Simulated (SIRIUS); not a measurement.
**CuO in SIRIUS: the effect of functional**

CuO:

```
CELL_PARAMETERS angstrom
2.83633 0.00000 0.00000
-1.41816 2.45633 0.00000
0.00000 0.00000 2.76811
ATOMIC_POSITIONS crystal
Cu 0.00000 0.00000 0.00000
O 0.66667 0.33333 0.50000
```

Measurements of this composition are mostly on another form, of space group No. 15.

Alike in all runs:

```yaml
Program: SIRIUS 7.10.0
Task: single point
Potentials_or_basis: PseudoDojo 0.4.1 PBE standard (scalar relativistic)
Cutoff: 1254 eV
Density_cutoff: 5016 eV
k_mesh: 9 × 9 × 8
Occupations: fermi-dirac, width 0.05 eV
Spin: no spin polarisation
```

| functional | pressure (GPa) |
| --- | --- |
| LDA | -16.9 |
| PBE | -1.0 |
| PBEsol | -9.8 |
| RPBE | 4.8 |
| revPBE | 3.2 |
| BLYP | ? |
| PW91 | -1.6 |
| AM05 | -9.7 |
| PBEint | -7.0 |
| B86bPBE | 0.4 |
| EV93PW91 | 26.1 |

Question: What does the run with functional BLYP give?

Answer: Pressure 6.6 GPa.

Caveats: an odd number of electrons without spin polarisation forces a metal; a magnetic or distorted state may lie lower; the run has no spin polarisation, though such a crystal can be magnetic; the potentials were made for another functional, which shifts forces and pressure (some runs); the potentials were made for a functional far from this one (some runs).
